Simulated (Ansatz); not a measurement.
Ionic part of the dielectric constant of AlN at 16 GPa, mode by mode

Theory: Ansatz, DFT PBEsol, scalar-relativistic, plane waves, PAW. Settings: 420 eV plane-wave cutoff, Γ-centred 10×10×10 mesh, fixed occupations. No spin polarisation. Phonons by linear response, acoustic sum rule imposed.

The structure is cubic, space group F-43m (No. 216). Conventional cell: a = 4.277 Å, b = 4.277 Å, c = 4.277 Å, α = 90.00°, β = 90.00°, γ = 90.00°. Al (site symmetry -43m) is surrounded by 4 N at 1.85 Å. N (site symmetry -43m) is surrounded by 4 Al at 1.85 Å.

Other phases may be more stable at this pressure.

The primitive cell has V = 19.56 Å³ and ε∞,zz = 4.530. Each polar mode adds Δε = (4.92064×10⁷/V)·S/ν² along z, with S its oscillator strength in e²/amu, ν in cm⁻¹ and V in Å³.

Problem. From these modes, find each Δε and ε0,zz.
```json
{"ν (cm⁻¹)": "715.6", "S_zz (e²/amu)": "0.6991"}
```

Solution.
| ν (cm⁻¹) | Δε |
| --- | --- |
| 715.6 | 3.43 |

The sum is 3.434, so ε0,zz = 7.96; the run's tensor has 7.96.

Problem. Where do the longitudinal modes lie for a wave vector along z?

Solution. At 949 cm⁻¹. The Lyddane–Sachs–Teller product Π(ν_LO/ν_TO)² = 1.76 matches ε0/ε∞ = 1.76.

This zinc-blende form isn't the usual stable structure of the compound at low pressure.

Cost: 1 run of about 0.22 core-minutes, on Intel Xeon 6975P-C (Granite Rapids) (shared hosts).